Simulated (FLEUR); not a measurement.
TePb: equation of state with LDA (von Barth-Hedin)

The system is TePb.

```
Pb Te
1.0
     0.00000    3.23100    3.23100
     3.23100    0.00000    3.23100
     3.23100    3.23100    0.00000
Pb Te
1 1
Direct
  0.00000 0.00000 0.00000
  0.50000 0.50000 0.50000
```

* Program: FLEUR MaX-R8.1 (later development tree)
* Task: equation of state
* Functional: LDA (von Barth-Hedin)
* Potentials or basis: all-electron
* Basis: FLAPW
* Kmax: 4.1 1/bohr
* k mesh: 7 × 7 × 7
* Occupations: fermi-dirac, width 0.05 eV
* Spin: no spin polarisation

* Equilibrium volume: 32.16 Å³/atom
* Bulk modulus: 50 GPa
* Pressure derivative of the bulk modulus: 4.6 (rough: it moves with the points fitted)

Energy against volume, from the lowest point:
```tsv
volume (Å³/atom)	energy (meV/atom)
31.706	0.80
32.380	0.00
33.730	10.75
35.079	35.12
35.753	51.49
```

Caveat: this odd mesh misses L, where the gap lies, so gap, dielectric constants and Born charges aren't listed. Spin-orbit coupling is left out, which matters for the levels of Pb, Te.
